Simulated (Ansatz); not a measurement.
Stackings of close-packed layers of CaO (capitals for Ca, lower case for the other element), each relaxed to a stress under 0.05 GPa; energies count from the stacking AcBaCb (Fm-3m).

The calculation used DFT PBE, scalar-relativistic, plane waves, PAW in Ansatz 0.2.0.

Settings: cutoff 420 eV, Γ-centred mesh 9×9×6 on the computed 4-atom cell, Gaussian smearing of 0.02 eV; no spin polarisation.

Start (AbAc):

```
CELL_PARAMETERS angstrom
3.41540 0.00000 0.00000
-1.70770 2.95782 0.00000
0.00000 0.00000 5.57731
ATOMIC_POSITIONS crystal
Ca 0.00000 0.00000 0.00000
O 0.33333 0.66667 0.25000
Ca 0.00000 0.00000 0.50000
O 0.66667 0.33333 0.75000
```

Relax it.

The free energy falls by 38 meV/atom.

- excess energy (meV/atom): 161.2
- spacing of like layers (Å): 2.933
- a (Å): 3.346
- gap on the mesh (eV): 3.80

Relaxed structure:
```xyz
4
Lattice="3.3460 0.0000 0.0000 -1.6730 2.8977 0.0000 0.0000 0.0000 5.8664" Properties=species:S:1:pos:R:3 pbc="T T T"
Ca    0.0000    0.0000    0.0000
O     0.0000    1.9318    1.4666
Ca    0.0000    0.0000    2.9332
O     1.6730    0.9659    4.3998
```

An odd mesh misses points on the zone edge, so a gap read on it can be too wide.

Time: 21 s on 1 thread of Arm Neoverse V1, with other jobs on the host, peak memory 0.34 GiB.